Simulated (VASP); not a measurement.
Here is a VASP 6.6.1 calculation.

Contents of INCAR:

```
SYSTEM = MoS2
ALGO = Normal
EDIFF = 1E-6
EDIFFG = -0.01
ENCUT = 600
GGA = PS
IBRION = 2
ISIF = 3
ISMEAR = 0
KPAR = 2
LASPH = .True.
LATTICE_CONSTRAINTS = .TRUE. .TRUE. .FALSE.
LCHARG = .False.
LREAL = .False.
LWAVE = .False.
NELM = 80
NSW = 90
PREC = Accurate
SIGMA = 0.03
```

Contents of KPOINTS:

```
k-points
0
Gamma
  12 12 1
  0 0 0
```

The input POSCAR:

```
MoS2
1.0
    3.1690000000      0.0000000000      0.0000000000
   -1.5845000000      2.7444345000      0.0000000000
    0.0000000000      0.0000000000     21.1302960000
S Mo
2 1
Direct
    0.3333333300      0.6666666700      0.4259287200
    0.3333333300      0.6666666700      0.5740712800
    0.6666666700      0.3333333300      0.5000000000
```

Potentials or basis: VASP PAW PBE potentials, release 64 (S, Mo_sv).

The run is started by

```bash
$ cat potpaw_PBE.64/S/POTCAR potpaw_PBE.64/Mo_sv/POTCAR > POTCAR
$ mpirun -np 2 vasp_std > vasp.out
```

(1) What does it give for the relaxed volume?

(2) Estimate the band gap on the k mesh.

Answers

(1) 60.18 Å³/atom.

(2) 1.81 eV, direct.

Caveat: the PAW data sets were made with another functional, which shifts forces and pressure a little.
